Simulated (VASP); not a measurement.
# NiO: relaxation of cell and atoms with vdW-DF-cx

NiO:

```xyz
2
Lattice="0.0000 2.0859 2.0859 2.0859 0.0000 2.0859 2.0859 2.0859 0.0000" Properties=species:S:1:pos:R:3 pbc="T T T"
Ni    0.0000    0.0000    0.0000
O     2.0859    2.0859    2.0859
```

- Program: VASP 6.6.1
- Task: relaxation of cell and atoms
- Functional: vdW-DF-cx
- Potentials or basis: VASP PAW PBE potentials, release 64 (Ni, O)
- Cutoff: 600 eV
- k mesh: 11 × 11 × 11
- Occupations: fermi-dirac, width 0.05 eV
- Spin: collinear spin, ferromagnetic start
- Starting moments: [1.0, 0.0] μB
- Further INCAR settings: ALGO = Fast; EDIFF = 1e-06; IBRION = 2; EDIFFG = -0.01; NSW = 60; ISIF = 3

```json
{
  "Relaxed volume": "8.79 Å³/atom",
  "Relaxed cell": "a = 2.918 Å, b = 2.918 Å, c = 2.918 Å, α = 60.00°, β = 60.00°, γ = 60.00°",
  "Space group after relaxing (to 0.05 Å)": "Fm-3m (No. 225)",
  "Energy gained by relaxing": "5.5 meV/atom",
  "Ionic steps": "3",
  "Pressure after relaxing": "0.1 GPa",
  "Band gap on the k mesh": "none (metal or under the smearing width)",
  "Net moment": "1.21 μB per cell",
  "Site moments": "Ni +1.01; O +0.17 μB",
  "Valence electrons inside the program's atomic spheres": "Ni 9.10; O 4.96"
}
```

The path:
| step | energy change (eV) | largest force (eV/Å) | pressure (GPa) | volume (Å³) |
| --- | --- | --- | --- | --- |
| 1 | 0.0000 | 0.0000 | -5.99 | 18.15 |
| 2 | -0.0077 | 0.0000 | 3.62 | 17.28 |
| 3 | -0.0111 | 0.0000 | 0.09 | 17.58 |

Final structure:
```xyz
2
Lattice="0.0000 2.0636 2.0636 2.0636 0.0000 2.0636 2.0636 2.0636 0.0000" Properties=species:S:1:pos:R:3 pbc="T T T"
Ni    0.0000    0.0000    0.0000
O     2.0636    2.0636    2.0636
```

Levels at points of the mesh, in eV from the Fermi level:
Spin up:
| k point | band 5 | band 6 | band 7 | band 8 | band 9 | band 10 | band 11 | band 12 | band 13 |
| --- | --- | --- | --- | --- | --- | --- | --- | --- | --- |
| (0.00, 0.00, 0.00) | -2.62 | -2.62 | -2.50 | -2.50 | -2.50 | 1.72 | 17.91 | 19.17 | 19.17 |
Spin down:
| k point | band 5 | band 6 | band 7 | band 8 | band 9 | band 10 |
| --- | --- | --- | --- | --- | --- | --- |
| (0.00, 0.00, 0.00) | -1.87 | -1.87 | -1.87 | -1.04 | -1.04 | 1.96 |

It took 2 min on 1 thread of Intel(R) Xeon(R) Platinum 8375C CPU @ 2.90GHz (Ice Lake), on a shared host, peak memory 0.3 GiB.

Caveat: the PAW data sets were made with another functional, which shifts forces and pressure a little; a cell with one magnetic atom can't hold antiferromagnetic order, which such compounds often take; semilocal functionals often make such compounds metallic where correlation or magnetic order opens a gap, which also shifts bond lengths.
